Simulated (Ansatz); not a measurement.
The reference is ZnTe in the zinc blende structure (space group F-43m, No. 216; a = 6.1134 Å).

Levels (all Ansatz, a program for electronic structure, PAW): r2SCAN (500 eV, spin-orbit coupling left out); HSE06 (420 eV, no spin-orbit coupling).

The geometry is relaxed with r2SCAN.

- r2SCAN lowest conduction level above the VBM at special points = Γ 1.79 eV; L 2.20 eV; X 2.60 eV

Q: Predict the lowest conduction level above the VBM at special points from HSE06.

A: The lowest conduction level above the VBM at special points becomes Γ 2.24 eV; L 2.68 eV; X 3.08 eV (r2SCAN: Γ 1.79 eV; L 2.20 eV; X 2.60 eV).

Single points use the geometry relaxed with r2SCAN. The levels and masses belong to the bands next to the band gap. Stability against distortions was not tested.
